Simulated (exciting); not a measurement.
Runs of exciting (release sodium) on BN. Symmetry: F-43m, No. 216, cubic system. The conventional cell has a = 3.626 Å, b = 3.626 Å, c = 3.626 Å, α = 90.00°, β = 90.00°, γ = 90.00°. N (site symmetry -43m) has 4 B at 1.57 Å as nearest neighbours. Around B (site symmetry -43m) lie 4 N at 1.57 Å. The cell is a database's computed one.

```tsv
task	level	k mesh	smearing	outputlevel	gmaxvr (cutoff of density and potential)	epsengy	epspot	maxscl	rgkmax	mesh quality	gap on the mesh (eV)
band structure	PBEsol	13 × 13 × 13	fermi-dirac 0.05 eV	normal	15 1/bohr	1e-05 Ha	1e-05 Ha	60	7.5	not flagged	(a)
band structure	PBE	13 × 13 × 13	fermi-dirac 0.05 eV	normal	15 1/bohr	1e-05 Ha	1e-05 Ha	60	7.5	not flagged	4.54
single point	PBE	13 × 13 × 13	gaussian 0.011 eV	low	15 1/bohr	1e-05 Ha	1e-05 Ha	60	7.5	not flagged	4.54
band structure	RPBE	13 × 13 × 13	fermi-dirac 0.05 eV	high	15 1/bohr	1e-05 Ha	1e-05 Ha	60	7.5	not flagged	4.57
band structure	revPBE	13 × 13 × 13	fermi-dirac 0.05 eV	high	15 1/bohr	1e-05 Ha	1e-05 Ha	60	7.5	not flagged	4.56
band structure	LDA	13 × 13 × 13	fermi-dirac 0.05 eV	low	15 1/bohr	1e-05 Ha	1e-05 Ha	60	7.5	not flagged	4.42
```

Alike in all rows: potentials or basis all-electron LAPW+lo, shipped species files, valence relativity iora*; no spin polarisation; cell as given.

Problem. Fill in the values left out.

Solution. (a) 4.35.

Caveats: an odd mesh through Γ misses points on the zone boundary, where band edges often lie (some runs).
